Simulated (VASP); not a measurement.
# Er (Fm-3m) in VASP: reference runs

Reference runs on Er: the cell as given and a disturbed copy.

All numbers are computed with VASP 6.6.1; they aren't measurements. Logs are shortened: lines on timing, memory, paths and dates and some standing lists are left out, and cuts for length are marked.

### 1 The structure

The structure is cubic, space group Fm-3m (No. 225). The conventional cell has a = 4.960 Å, b = 4.960 Å, c = 4.960 Å, α = 90.00°, β = 90.00°, γ = 90.00°. Er (site symmetry m-3m) has 12 Er at 3.51 Å as nearest neighbours.

This isn't the form of Er at room conditions, which is hcp.

### 2 Single point, PBE, collinear spin, ferromagnetic start

The input, INCAR:

```
PREC = Accurate ; ENCUT = 520
EDIFF = 1E-7 ; ISMEAR = -1
SIGMA = 0.05 ; LREAL = False
LASPH = True ; NELM = 120
ALGO = Normal ; ISIF = 2
LWAVE = False ; LCHARG = False
ISPIN = 2 ; MAGMOM = 3
LORBIT = 11 ; LMAXMIX = 6
GGA = PE ; NBANDS = 21
```

The input, KPOINTS:

```
regular mesh
0
Gamma
  9 9 9
```

The input, POSCAR:

```
Er
1.0
    0.0000000000      2.4798434248      2.4798434248
    2.4798434248      0.0000000000      2.4798434248
    2.4798434248      2.4798434248      0.0000000000
Er
1
Direct
    0.0000000000      0.0000000000      0.0000000000
```

Potentials or basis: VASP PAW PBE potentials, release 64 (Er).

The run is started by

```console
> cat potpaw_PBE.64/Er/POTCAR > POTCAR
> mpirun -np 1 vasp_std > vasp.out
```

OUTCAR:

```text
PREC = Accurate
   ENCUT = 520
   EDIFF = 1E-7
   ISMEAR = -1
   LREAL = False
   LASPH = True
   NELM = 120
   ISIF = 2
   ISPIN = 2
   LORBIT = 11
   GGA = PE

 ion  position               nearest neighbor table
   1  0.000  0.000  0.000-

  LATTYP: Found a face centered cubic cell.
 ALAT       =     4.9596868496

  Lattice vectors:

 A1 = (   0.0000000000,   2.4798434248,   2.4798434248)
 A2 = (   2.4798434248,   0.0000000000,   2.4798434248)
 A3 = (   2.4798434248,   2.4798434248,   0.0000000000)

Analysis of symmetry for initial positions (statically):
=====================================================================
 Subroutine PRICEL returns:
 Original cell was already a primitive cell.

 Routine SETGRP: Setting up the symmetry group for a
 face centered cubic supercell.

 Subroutine GETGRP returns: Found 48 space group operations
 (whereof 48 operations were pure point group operations)
 out of a pool of 48 trial point group operations.

The static configuration has the point symmetry O_h .

Analysis of symmetry for dynamics (positions and initial velocities):
=====================================================================
 Subroutine PRICEL returns:
 Original cell was already a primitive cell.

 Routine SETGRP: Setting up the symmetry group for a
 face centered cubic supercell.

 Subroutine GETGRP returns: Found 48 space group operations
 (whereof 48 operations were pure point group operations)
 out of a pool of 48 trial point group operations.

The dynamic configuration has the point symmetry O_h .

Analysis of structural, dynamic, and magnetic symmetry:
=====================================================================
 Subroutine PRICEL returns:
 Original cell was already a primitive cell.

 Routine SETGRP: Setting up the symmetry group for a
 face centered cubic supercell.

 Subroutine GETGRP returns: Found 48 space group operations
 (whereof 48 operations were pure point group operations)
 out of a pool of 48 trial point group operations.

The overall configuration has the point symmetry O_h .

 Subroutine INISYM returns: Found 48 space group operations
 (whereof 48 operations are pure point group operations),
 and found     1 'primitive' translations

[... 148 lines left out ...]
 spin component 1

 k-point     1 :       0.0000    0.0000    0.0000
  band No.  band energies     occupation
      1     -46.8828      1.00000
      2     -20.6521      1.00000
      3     -20.6521      1.00000
      4     -20.6521      1.00000
      5      -2.7652      1.00000
      6      -0.4254      1.00000
[... 565 lines left out ...]
     20      12.8104      0.00000
     21      18.0555      0.00000

 [... further k-points ...]

 spin component 2

 k-point     1 :       0.0000    0.0000    0.0000
  band No.  band energies     occupation
      1     -45.8111      1.00000
      2     -19.8866      1.00000
      3     -19.8866      1.00000
      4     -19.8866      1.00000
      5      -2.7174      1.00000
      6       1.9057      0.99999
[... 565 lines left out ...]
     20      13.0905      0.00000
     21      18.1769      0.00000

 [... further k-points ...]

------------------------ aborting loop because EDIFF is reached ----------------------------------------

 total charge

# of ion       s       p       d       f       tot
--------------------------------------------------
    1        2.143   5.750   0.414  11.354  19.661

 magnetization (x)

# of ion       s       p       d       f       tot
--------------------------------------------------
    1        0.004  -0.023   0.009   2.437   2.427

  FORCE on cell =-STRESS in cart. coord.  units (eV):
  Direction    XX          YY          ZZ          XY          YZ          ZX
  --------------------------------------------------------------------------------------
  -------------------------------------------------------------------------------------
  Total        0.5362321      0.5362321      0.5362321     -0.0000000     -0.0000000      0.0000000
  in kB       28.1682992     28.1682992     28.1682992     -0.0000000     -0.0000000      0.0000000
  external PRESSURE =      28.1682992 kB  Pullay stress =       0.0000000 kB

 VOLUME and BASIS-vectors are now :
 -----------------------------------------------------------------------------
  energy-cutoff  :      520.00
  volume of cell :       30.50
      direct lattice vectors                 reciprocal lattice vectors
     0.000000000  2.479843425  2.479843425    -0.201625633  0.201625633  0.201625633
     2.479843425  0.000000000  2.479843425     0.201625633 -0.201625633  0.201625633
     2.479843425  2.479843425  0.000000000     0.201625633  0.201625633 -0.201625633

  length of vectors
     3.507028204  3.507028204  3.507028204     0.349225840  0.349225840  0.349225840

 FORCES acting on ions
    electron-ion (+dipol)            ewald-force                    non-local-force                 convergence-correction
 -----------------------------------------------------------------------------------------------
   -.513E-13 -.159E-12 -.113E-12   0.515E-14 0.175E-14 0.168E-14   0.000E+00 0.000E+00 0.265E-22   -.921E-13 -.400E-12 -.173E-12
 -----------------------------------------------------------------------------------------------
   -.513E-13 -.159E-12 -.113E-12   0.515E-14 0.175E-14 0.168E-14   0.000E+00 0.000E+00 0.265E-22   -.921E-13 -.400E-12 -.173E-12

 POSITION                                       TOTAL-FORCE (eV/Angst)
 -----------------------------------------------------------------------------------
      0.00000      0.00000      0.00000         0.000000     -0.000000     -0.000000
 -----------------------------------------------------------------------------------
    total drift:                               -0.000000     -0.000000     -0.000000

--------------------------------------------------------------------------------------------------------

  FREE ENERGIE OF THE ION-ELECTRON SYSTEM (eV)
  ---------------------------------------------------
  free  energy   TOTEN  =        -5.0091870007 eV

  energy  without entropy=       -4.9313881049  energy(sigma->0) =       -4.97028755

--------------------------------------------------------------------------------------------------------

--------------------------------------------------------------------------------------------------------

 total charge

# of ion       s       p       d       f       tot
--------------------------------------------------
    1        2.143   5.750   0.414  11.354  19.661

 magnetization (x)

# of ion       s       p       d       f       tot
--------------------------------------------------
    1        0.004  -0.023   0.009   2.437   2.427

=======================================================================
```

stdout:

```text
POSCAR found type information on POSCAR Er
 POSCAR found :  1 types and       1 ions
 scaLAPACK will be used
 LDA part: xc-table for (Slater+PW92), standard interpolation
 POSCAR, INCAR and KPOINTS ok, starting setup
 FFT: planning ... GRIDC
 FFT: planning ... GRID_SOFT
 FFT: planning ... GRID
 WAVECAR not read
 entering main loop
```

Run time: 1.7 min. Hardware: 1 thread of Intel Xeon Platinum 8488C (Sapphire Rapids), shared host; peak memory 0.2 GiB.

Results:

```yaml
Free_energy: -5.0092 eV
Pressure: 2.8 GPa
Band_gap_on_the_k_mesh: none (metal or under the smearing width)
Net_moment: 2.42 μB per cell
Site_moments: Er +2.43 μB
Valence_electrons_inside_the_program's_atomic_spheres: Er 19.66
```

Caveat: the magnetic or orbital state may not be the lowest; spin-orbit coupling is left out, which moves the levels of the heavy elements. The state reached can hang on the start; a lower one may exist.

### 3 Single point, PBE, collinear spin, ferromagnetic start (cell strained at random at fixed volume)

The input, INCAR:

```
PREC = Accurate
ENCUT = 520
EDIFF = 1E-7
ISMEAR = -1
SIGMA = 0.05
LREAL = F
LASPH = T
NELM = 120
ALGO = Normal
ISIF = 2
LWAVE = F
LCHARG = T
ISPIN = 2
MAGMOM = 3
LORBIT = 11
LMAXMIX = 6
GGA = PE
LELF = T
LVHAR = T
NBANDS = 21
```

KPOINTS is that of step 2.

The input, POSCAR:

```
Er
1.0
    0.0230180000      2.4558150000      2.4229970000
    2.5138580000     -0.0286170000      2.4746320000
    2.4997850000      2.4933760000     -0.0145430000
Er
1
Direct
   -0.0105610000     -0.0018010000      0.0118480000
```

Potentials or basis: VASP PAW PBE potentials, release 64 (Er).

The run is started by

```console
> cat potpaw_PBE.64/Er/POTCAR > POTCAR
> mpirun -np 1 vasp_std > vasp.out
```

OUTCAR:

```text
PREC = Accurate
   ENCUT = 520
   EDIFF = 1E-7
   ISMEAR = -1
   LREAL = F
   LASPH = T
   NELM = 120
   ISIF = 2
   ISPIN = 2
   LORBIT = 11
   GGA = PE

 ion  position               nearest neighbor table
   1  0.989  0.998  0.012-

  LATTYP: Found a triclinic cell.
 ALAT       =     6.0296633128
 B/A-ratio  =     0.5835202087
 C/A-ratio  =     0.5855602012
 COS(alpha) =     0.0025107741
 COS(beta)  =     0.2983532784
 COS(gamma) =     0.8639851637
[... 1369 lines left out ...]
  -------------------------------------------------------------------------------------
  Total        0.5237360      0.5300405      0.5577873     -0.0368863      0.1310253     -0.0627183
  in kB       27.5118661     27.8430428     29.3005861     -1.9376367      6.8827617     -3.2945965
  external PRESSURE =      28.2184983 kB  Pullay stress =       0.0000000 kB

 VOLUME and BASIS-vectors are now :
 -----------------------------------------------------------------------------
  energy-cutoff  :      520.00
  volume of cell :       30.50
      direct lattice vectors                 reciprocal lattice vectors
     0.023018000  2.455815000  2.422997000    -0.202286164  0.204018451  0.207851950
     2.513858000 -0.028617000  2.474632000     0.199249648 -0.198598795  0.199395860
     2.499785000  2.493376000 -0.014543000     0.201525691  0.197838243 -0.202432295

 POSITION                                       TOTAL-FORCE (eV/Angst)
 -----------------------------------------------------------------------------------
      2.56172      2.43086      4.86741         0.000000      0.000000     -0.000000
 -----------------------------------------------------------------------------------
    total drift:                                0.000032     -0.000002      0.000044

  FREE ENERGIE OF THE ION-ELECTRON SYSTEM (eV)
  ---------------------------------------------------
  free  energy   TOTEN  =        -5.1860293305 eV

  energy  without entropy=       -5.1352526098  energy(sigma->0) =       -5.16064097

 total charge

# of ion       s       p       d       f       tot
--------------------------------------------------
    1        2.144   5.749   0.431  11.315  19.639

 magnetization (x)

# of ion       s       p       d       f       tot
--------------------------------------------------
    1        0.003  -0.023   0.002   2.486   2.468
```

stdout:

```text
POSCAR found type information on POSCAR Er
 POSCAR found :  1 types and       1 ions
 scaLAPACK will be used
 LDA part: xc-table for (Slater+PW92), standard interpolation
 POSCAR, INCAR and KPOINTS ok, starting setup
 FFT: planning ... GRIDC
 FFT: planning ... GRID_SOFT
 FFT: planning ... GRID
 WAVECAR not read
 entering main loop
```

It took 21 min on 1 thread of Intel Xeon 6975P-C (Granite Rapids), shared host; peak memory 0.53 GiB.

What came out:

| Property | Result |
| --- | --- |
| Free energy | -5.1860 eV |
| Pressure | 2.8 GPa |
| Band gap on the k mesh | none (metal or under the smearing width) |
| Net moment | 2.45 μB per cell |
| Site moments | Er +2.47 μB |
| Valence electrons inside the program's atomic spheres | Er 19.64 |

Levels at points of the mesh, in eV from the Fermi level:
Spin up:
```csv
k point,band 8,band 9,band 10,band 11,band 12,band 13,band 14,band 15,band 16,band 17
"(0.00, 0.00, 0.00)",-2.85,-2.24,-2.10,-2.08,-1.94,2.37,2.48,2.81,4.87,5.08
```
Spin down:
```
           k point  band 6  band 7  band 8  band 9  band 10  band 11  band 12  band 13  band 14  band 15
(0.00, 0.00, 0.00)   -1.06   -0.91   -0.89   -0.71    -0.01     0.15     0.16     2.53     2.64     2.97
```

Caveat: the magnetic or orbital state may not be the lowest; spin-orbit coupling is left out, which moves the levels of the heavy elements.
